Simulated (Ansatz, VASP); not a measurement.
# HgS: VASP beside Ansatz

```
S Hg
1.0
     4.23662    0.00000    0.00000
    -2.11831    3.66902    0.00000
     0.00000    0.00000   22.78318
S Hg
3 3
Direct
  0.00000 0.00000 0.33268
  0.33333 0.66667 0.49058
  0.66667 0.33333 0.65212
  0.33333 0.66667 0.35210
  0.66667 0.33333 0.51123
  0.00000 0.00000 0.66128
```

Alike in both runs: functional PBE; k mesh 9 × 9 × 1; occupations gaussian, width 0.1 eV; no spin polarisation.

Ansatz relaxed the structure, and its values are those at the end. VASP's run is a single point on that final structure, the one shown.

|  | VASP | Ansatz |
| --- | --- | --- |
| version | VASP 6.6.1 | Ansatz 0.2.0 |
| potentials or method | VASP PAW PBE potentials, release 64 (S, Hg) | scalar-relativistic, plane waves, PAW |
| plane-wave cutoff (eV) | 520 | 420 |
| valence electrons in the cell | 54 | 78 |

|  | VASP | Ansatz | Ansatz less VASP |
| --- | --- | --- | --- |
| gap on the k mesh at the Fermi level (eV) | none | none | - |
| rms of the force components (eV/Å) | 0.015 | 0.005 | -0.0099 |
| work function, face that differs most (eV) | 6.09 | 6.10 | +0.006 |

A gap of «none» marks a metal or a gap that the smearing closes. The functional is the same, so the differences come from potentials, cutoffs and numerics. The two sets of potentials don't hold the same shells in valence. Ansatz warned: «xc_potential_rough_in_thin_density».

The runs have no spin-orbit coupling, so splittings on Hg are missing.
